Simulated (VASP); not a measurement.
A run of VASP 6.6.1 is set up as follows.

INCAR

```
SYSTEM = In
PREC     = Accurate       ! precision mode
ENCUT    = 600            ! plane-wave cutoff, eV
EDIFF    = 1E-6           ! SCF threshold, eV
ISMEAR   = 1              ! smearing method
SIGMA    = 0.1            ! smearing width, eV
LREAL    = .FALSE.        ! projectors in reciprocal space
LASPH    = .TRUE.         ! aspherical terms in the spheres
NELM     = 80             ! most SCF steps
ALGO     = Normal         ! electronic algorithm
ISIF     = 3              ! what is computed and relaxed
LWAVE    = .FALSE.        ! write WAVECAR
LCHARG   = .FALSE.        ! write CHGCAR
GGA      = PS             ! functional
IBRION   = 2              ! ionic algorithm
NSW      = 90             ! ionic steps
EDIFFG   = -0.01          ! ionic threshold
KPAR     = 4
```

The input KPOINTS:

```
Automatic mesh
0
G
  16 16 16
  0 0 0
```

The input POSCAR:

```
In
1.0
   -1.6254700000      1.6254700000      2.4737000000
    1.6254700000     -1.6254700000      2.4737000000
    1.6254700000      1.6254700000     -2.4737000000
In
1
Direct
    0.0000000000      0.0000000000      0.0000000000
```

Potentials or basis: VASP PAW PBE potentials, release 64 (In_d).

Launch:

```sh
$ cat potpaw_PBE.64/In_d/POTCAR > POTCAR
$ mpirun -np 4 vasp_std > vasp.out
```

Q: Predict the band gap on the k mesh.

A: None (metal or under the smearing width).

Q: What does it give for the relaxed cell?

A: a = 3.352 Å, b = 3.352 Å, c = 3.352 Å, α = 122.52°, β = 122.52°, γ = 85.69°.

Stress tensor (GPa, compression positive):
```
-0.04  0.00  0.00
 0.00 -0.04  0.00
 0.00  0.00  0.05
```

Caveat: the PAW data sets were made with another functional, which shifts forces and pressure a little.
